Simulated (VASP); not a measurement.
# Bi₂Se₃, equation of state: which settings are enough?

Bi₂Se₃, R-3m (no. 166), 5 atoms in the cell. PBE with TS; PAW potentials Bi_d, Se (PBE set). VASP 6.6.1.

Wanted: equilibrium volume within 1 %; bulk modulus within 5 %.

What the run is for: equation of state; Accuracy asked: screening.

The series start from Plane-wave cutoff (eV): 320; k-point mesh: 6 × 6 × 6; Volumes: 5 from 0.92 to 1.08; Precision mode (PREC): Accurate; Electronic threshold (eV): 1e-6; Aspherical gradient terms in the spheres (LASPH): yes; Start of each volume: each volume from scratch. Each series keeps the choices made before it, and each single choice may use up half of a tolerance. Times cover all steps of a run.

## Plane-wave cutoff (eV)

| Plane-wave cutoff (eV) | Equilibrium volume (Å³/atom) | Bulk modulus (GPa) | Time (s) |
|---|---|---|---|
| 200 | 29.12 | 56.06 | 121 |
| 240 | 29.14 | 61.04 | 141 |
| 280 | 29.13 | 60.88 | 179 |
| 320 | 29.13 | 60.97 | 227 |
| 370 | 29.13 | 60.89 | 284 |
| 430 | 29.13 | 60.84 | 428 |
| 510 | 29.13 | 60.84 | 533 |
| 640 (reference) | 29.13 | 60.83 | 790 |

Chosen: 240, the loosest value from which every tighter one stays within half of the tolerance.

## k-point mesh

| k-point mesh | Equilibrium volume (Å³/atom) | Bulk modulus (GPa) | Time (s) |
|---|---|---|---|
| 2 × 2 × 2 | 30.04 | 58.51 | 57 |
| 3 × 3 × 3 | 29.11 | 60.48 | 88 |
| 4 × 4 × 4 | 29.09 | 60.59 | 126 |
| 5 × 5 × 5 | 29.12 | 61 | 130 |
| 6 × 6 × 6 | 29.14 | 61.04 | 141 |
| 8 × 8 × 8 | 29.15 | 60.96 | 207 |
| 10 × 10 × 10 (reference) | 29.15 | 60.74 | 310 |

Chosen: 3 × 3 × 3.

## Volumes

| Volumes | Equilibrium volume (Å³/atom) | Bulk modulus (GPa) | Time (s) |
|---|---|---|---|
| 5 from 0.88 to 1.12 | 29.1 | 60.66 | 74 |
| 5 from 0.92 to 1.08 | 29.11 | 60.48 | 88 |
| 7 from 0.91 to 1.09 (reference) | 29.11 | 61.36 | 100 |

Chosen: 5 from 0.88 to 1.12.

## Precision mode (PREC)

| Precision mode (PREC) | Equilibrium volume (Å³/atom) | Bulk modulus (GPa) | Time (s) |
|---|---|---|---|
| SingleN | 29.25 | 60 | 39 |
| Normal | 29.11 | 60.37 | 48 |
| Accurate (reference) | 29.1 | 60.66 | 74 |

Chosen: Normal.

## Electronic threshold (eV)

| Electronic threshold (eV) | Equilibrium volume (Å³/atom) | Bulk modulus (GPa) | Time (s) |
|---|---|---|---|
| 0.001 | 29.11 | 60.38 | 41 |
| 0.0001 | 29.11 | 60.38 | 42 |
| 1e-5 | 29.11 | 60.38 | 43 |
| 1e-6 | 29.11 | 60.37 | 48 |
| 1e-7 (reference) | 29.11 | 60.38 | 47 |

Chosen: 0.001.

## Aspherical gradient terms in the spheres (LASPH)

| Aspherical gradient terms in the spheres (LASPH) | Equilibrium volume (Å³/atom) | Bulk modulus (GPa) | Time (s) |
|---|---|---|---|
| yes | 29.11 | 60.38 | 41 |
| no | 29.11 | 60.38 | 41 |

Chosen: yes; no other choice that stays within half of the tolerance saves 30 % of the time.

## Start of each volume

| Start of each volume | Equilibrium volume (Å³/atom) | Bulk modulus (GPa) | Time (s) |
|---|---|---|---|
| each volume from scratch | 29.11 | 60.38 | 41 |
| orbitals of the volume before (WAVECAR) | 29.11 | 60.36 | 40 |

Chosen: each volume from scratch.

## All choices together

| Input | Equilibrium volume (Å³/atom) | Bulk modulus (GPa) | Time (s) |
|---|---|---|---|
| the program's defaults (naive) | 29.13 | 60.5 | 62 |
| chosen settings | 29.11 | 60.38 | 41 |
| reference settings throughout | 29.14 | 60.85 | 2652 |

The tolerance is met.

## The input

INCAR:
```
ALGO = Normal ; EDIFF = 0.001
EFERMI = MIDGAP ; ENCUT = 240
GGA = PE ; GGA_COMPAT = False
ISIF = 2 ; ISMEAR = 0
IVDW = 2 ; KPAR = 4
LASPH = True ; LCHARG = False
LREAL = False ; LWAVE = False
NELM = 120 ; NSW = 0
PREC = Normal ; SIGMA = 0.03
```

KPOINTS:
```
Automatic mesh
0
Gamma
  3 3 3
  0 0 0
```

POSCAR.step1:
```
Bi2Se3
1.0
    1.9850852468      1.1460895016      9.1471399351
   -1.9850852468      1.1460895016      9.1471399351
    0.0000000000     -2.2921790032      9.1471399351
Bi Se
2 3
Direct
    0.5992000000      0.5992000000      0.5992000000
    0.4008000000      0.4008000000      0.4008000000
    0.7883000000      0.7883000000      0.7883000000
    0.2117000000      0.2117000000      0.2117000000
    0.0000000000      0.0000000000      0.0000000000
```

POSCAR.step2:
```
Bi2Se3
1.0
    2.0292126242      1.1715664548      9.3504759364
   -2.0292126242      1.1715664548      9.3504759364
    0.0000000000     -2.3431329097      9.3504759364
Bi Se
2 3
Direct
    0.5992000000      0.5992000000      0.5992000000
    0.4008000000      0.4008000000      0.4008000000
    0.7883000000      0.7883000000      0.7883000000
    0.2117000000      0.2117000000      0.2117000000
    0.0000000000      0.0000000000      0.0000000000
```

POSCAR.step3:
```
Bi2Se3
1.0
    2.0715000000      1.1959810826      9.5453333333
   -2.0715000000      1.1959810826      9.5453333333
    0.0000000000     -2.3919621653      9.5453333333
Bi Se
2 3
Direct
    0.5992000000      0.5992000000      0.5992000000
    0.4008000000      0.4008000000      0.4008000000
    0.7883000000      0.7883000000      0.7883000000
    0.2117000000      0.2117000000      0.2117000000
    0.0000000000      0.0000000000      0.0000000000
```

POSCAR.step4:
```
Bi2Se3
1.0
    2.1121279616      1.2194376472      9.7325442609
   -2.1121279616      1.2194376472      9.7325442609
    0.0000000000     -2.4388752945      9.7325442609
Bi Se
2 3
Direct
    0.5992000000      0.5992000000      0.5992000000
    0.4008000000      0.4008000000      0.4008000000
    0.7883000000      0.7883000000      0.7883000000
    0.2117000000      0.2117000000      0.2117000000
    0.0000000000      0.0000000000      0.0000000000
```

POSCAR.step5:
```
Bi2Se3
1.0
    2.1512503064      1.2420249435      9.9128174067
   -2.1512503064      1.2420249435      9.9128174067
    0.0000000000     -2.4840498870      9.9128174067
Bi Se
2 3
Direct
    0.5992000000      0.5992000000      0.5992000000
    0.4008000000      0.4008000000      0.4008000000
    0.7883000000      0.7883000000      0.7883000000
    0.2117000000      0.2117000000      0.2117000000
    0.0000000000      0.0000000000      0.0000000000
```

Commands (each step's output is kept before the next begins):
```
cat potpaw_PBE.64/Bi_d/POTCAR potpaw_PBE.64/Se/POTCAR > POTCAR
cp POSCAR.step1 POSCAR
mpirun -np 8 vasp_std > vasp.out
cp POSCAR.step2 POSCAR
mpirun -np 8 vasp_std > vasp.out
cp POSCAR.step3 POSCAR
mpirun -np 8 vasp_std > vasp.out
cp POSCAR.step4 POSCAR
mpirun -np 8 vasp_std > vasp.out
cp POSCAR.step5 POSCAR
mpirun -np 8 vasp_std > vasp.out
```

The naive input happens to agree within the tolerance here, in 62 s.

Limits: Every volume keeps the cell's shape and the atoms' fractional positions, so the modulus is that of a clamped cell, stiffer than the relaxed one, above all in layered crystals.

The chosen input took VASP 6.6.1 41 s on 8 cores (Intel Xeon 6975P-C (Granite Rapids)), a shared host.

## An input that fails: cutoff far too low

It runs to its end, but against the unchanged starting input it is off by 3 % in the equilibrium volume, 16 % in the bulk modulus.

Changes against the starting input:
```
(all steps)
- PREC = Accurate
- NELM = 120
- ENCUT = 320
+ PREC = Low
+ NELM = 92
+ ENCUT = 150
```
